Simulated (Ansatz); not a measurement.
# CsI: the cost of one run

Program: Ansatz 0.2.0. G0W0, plane waves. The values are computed, spin-unpolarised, and not measurements.

1 further run of the same task is left out (it didn't finish).

**1. The system as given**

The cell was relaxed beforehand with r2SCAN.

It is cubic, Pm-3m (No. 221); a = 4.608 Å in the conventional setting, 48.93 Å³ an atom. Around Cs lie 8 I at 3.99 Å; around I lie 8 Cs at 3.99 Å.

The structure in full:

```
CELL_PARAMETERS angstrom
4.60814 0.00000 0.00000
0.00000 4.60814 0.00000
0.00000 0.00000 4.60814
ATOMIC_POSITIONS crystal
Cs 0.00000 0.00000 0.00000
I 0.50000 0.50000 0.50000
```

**2. From PBE, 90 empty bands, 110 eV**

The input, input.yaml:

```yaml
crystal:
  lattice:
    - [4.6081405142, 0.0, 0.0]
    - [0.0, 4.6081405142, 0.0]
    - [0.0, 0.0, 4.6081405142]
  atoms:
    - { symbol: Cs, position: [0.0, 0.0, 0.0] }
    - { symbol: I, position: [0.5, 0.5, 0.5] }
kpoints:
  mp_grid: { grid: [2, 2, 2] }
hamiltonian:
  xc: pbe
scf:
  occupations: { method: fixed }
gw:
  n_empty_bands: 90
  ecut_chi: 110
  qp_bands: [v1, c1]
  qp_kpoints: band_edges
  screening: { model: godby_needs }
```

The run is started by

```console
ansatz run input.yaml --threads 4 --pin off --max-ram 3686MiB --backend cpu --events-out ev --progress --plain --runs-dir out
```

Q: Estimate wall time and peak memory on 4 threads of Arm Neoverse N1, shared host.

About 4 s, with a peak of 0.4 GiB.
